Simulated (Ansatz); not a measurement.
All numbers below come from DFT PBE, scalar-relativistic, plane waves, PAW (Ansatz). Settings: cutoff 420 eV, Γ-centred meshes spaced at most about 0.3 Å⁻¹, and about 0.25 Å⁻¹ or finer for metals (2π included), Gaussian smearing. No spin polarisation.

Each guess is relaxed in cell and atoms at zero pressure, on a coarse mesh first where it starts far from rest and then on a converged one. The steps can't lower the symmetry of the start, but it can rise. Energies are static (0 K, no zero-point motion).

Two unrelaxed guesses for In2GaP3:

A.

```
In Ga P
1.0
     3.86984    0.00000    0.00000
     0.00000    3.86984    0.00000
     0.00000    0.00000    8.54135
In Ga P
2 1 3
Cartesian
  0.0000 1.9349 6.2907
  1.9349 0.0000 2.2506
  0.0000 0.0000 0.0000
  1.9349 1.9349 0.0000
  0.0000 1.9349 3.2756
  1.9349 0.0000 5.2657
```

B.

```
In Ga P
1.0
     3.93917    0.00000    0.00000
    -1.96959    3.41142    0.00000
     0.00000    0.00000    9.64896
In Ga P
2 1 3
Cartesian
  0.0000 2.2743 6.4327
  1.9696 1.1371 3.2163
  0.0000 0.0000 0.0000
  0.0000 0.0000 4.8245
  0.0000 2.2743 1.6082
  1.9696 1.1371 8.0408
```

Task: Which guess leads to the lower structure, and by how much?

Result: B ends lower, by 209 meV/atom. A: P-4m2 at 21.3 Å³/atom → P-4m2 at 20.2 Å³/atom; B: P-3m1 at 21.6 Å³/atom → P-3m1 at 19.9 Å³/atom. Counting P atoms around Ga and In (those within 1.25 times the shortest such distance or 1.15 times the sum of covalent radii; a plus sign parts nearer from farther groups), the end of A has In 5, Ga 4+4 and the end of B has In 6, Ga 6. End of A. Conventional cell: a = 3.778 Å, c = 8.506 Å. In has 5 P at 2.72–2.87 Å; Ga is surrounded by 4 P at 2.67 Å and 4 P at 3.19 Å; around P on a site of symmetry -4m2 lie 4 Ga at 2.67 Å and 4 P at 3.19 Å; 1 more site not described. End of B. Conventional cell: a = 3.834 Å, c = 9.358 Å. In is surrounded by 6 P at 2.75–2.77 Å; Ga is surrounded by 6 P at 2.61 Å; around P on a site of symmetry -3m lie 6 In at 2.75 Å; 1 more site not described.

Ends held by symmetry can be saddle points. Neither end is the lowest form computed: that has In and Ga ordered on zinc blende sites, space group P3m1 (No. 156) and lies 284 meV/atom below the better end. Some structure types and database cells were kept out of the candidates from the start, so a known form may be missing.
